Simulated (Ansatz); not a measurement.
## BaTiO3: projected density of states with r2SCAN+U

Crystal: BaTiO3.

```
Ba Ti O
1.0
     4.00730    0.00000    0.00000
     0.00000    4.00730    0.00000
     0.00000    0.00000    4.00730
Ba Ti O
1 1 3
Direct
  0.50903 0.45529 0.50668
  0.94374 0.06998 0.95431
  0.52053 0.00683 0.05543
  0.01265 0.49197 0.05272
  0.01405 0.97593 0.43085
```

The cell isn't the ideal one: all atoms moved at random, sigma 0.15 Å a component.

- Program: Ansatz 0.2.0
- Task: projected density of states
- Functional: r2SCAN
- Potentials or basis: Ansatz PAW
- Cutoff: 500 eV (not typed: the program's choice for these potentials)
- k mesh: 7 × 7 × 7
- Occupations: fermi-dirac, width 0.05 eV
- Spin: no spin polarisation
- Hubbard terms: Ti d U = 6 eV
- Hubbard projectors: ortho-atomic (the default)
- Double counting: fll (the default)

```
Pressure               : 11.8 GPa
Largest force          : 5.340 eV/Å
Band gap on the k mesh : 3.70 eV, indirect (least direct gap 3.85 eV)
```

Forces in eV/Å, atoms in the order of the input:
```
Ba  -1.131  2.213 -0.981
Ti   3.184 -3.970  1.618
O   -1.481 -0.008 -2.311
O   -0.279  0.964 -2.215
O   -0.293  0.800  3.890
```

Stress tensor (GPa, compression positive):
```
17.61 -1.84  1.48
-1.84 15.00 -0.94
 1.48 -0.94  2.90
```

Levels at points of the mesh, in eV from the valence-band top:
| k point | band 17 | band 18 | band 19 | band 20 | band 21 | band 22 | band 23 | band 24 |
| --- | --- | --- | --- | --- | --- | --- | --- | --- |
| (0.00, 0.00, 0.00) | -1.65 | -0.98 | -0.58 | -0.40 | 3.89 | 4.10 | 4.33 | 5.05 |

States per cell in windows of 1 eV (zero at the valence-band top; states under -8 eV left out):
```tsv
from (eV)	total	O 2p	Ti 3d	Ti 4s	O 2s	Ba 5p	Ba 6s
-8.0	0.00	0.00	0.00	0.00	0.00	0.00	0.00
-7.0	0.00	0.00	0.00	0.00	0.00	0.00	0.00
-6.0	0.00	0.00	0.00	0.00	0.00	0.00	0.00
-5.0	1.41	1.07	0.16	0.10	0.01	0.01	0.02
-4.0	4.34	3.29	0.76	0.03	0.03	0.08	0.06
-3.0	4.72	3.79	0.56	0.01	0.03	0.14	0.03
-2.0	3.32	2.87	0.22	0.01	0.03	0.07	0.02
-1.0	4.21	3.81	0.15	0.01	0.04	0.05	0.01
0.0	0.00	0.00	0.00	0.00	0.00	0.00	0.00
1.0	0.00	0.00	0.00	0.00	0.00	0.00	0.00
2.0	0.00	0.00	0.00	0.00	0.00	0.00	0.00
3.0	1.16	0.09	0.93	0.01	0.02	0.00	0.01
4.0	4.84	0.66	3.74	0.04	0.05	0.01	0.04
5.0	2.24	0.41	1.37	0.02	0.09	0.00	0.00
6.0	2.62	0.53	1.10	0.02	0.05	0.01	0.03
7.0	2.37	0.14	0.14	0.15	0.05	0.01	0.15
```

Eigenvalues of the final occupation matrices:
```csv
site,spin,trace,eigenvalues
site 1,1,1.08,0.15 0.16 0.19 0.29 0.30
```

Run time: 110 s on 2 threads of Intel(R) Xeon(R) Platinum 8259CL CPU @ 2.50GHz (Skylake/Cascade Lake), on a shared host, peak memory 1.7 GiB.

Caveat: odd divisions of the mesh miss points on the zone boundary, where band edges often lie, so the gap on the mesh can be too wide; spin-orbit coupling is left out, which moves the levels of the heavy elements; the PAW data sets come from PBE, with cores solved anew for the run's functional, which leaves a small shift of forces and pressure; forces of over 1 eV/Å show positions far from the minimum, so gaps and moduli don't describe the material at rest; the density of states is complete only up to the lowest level of the last band computed. A k mesh can miss the band edges.
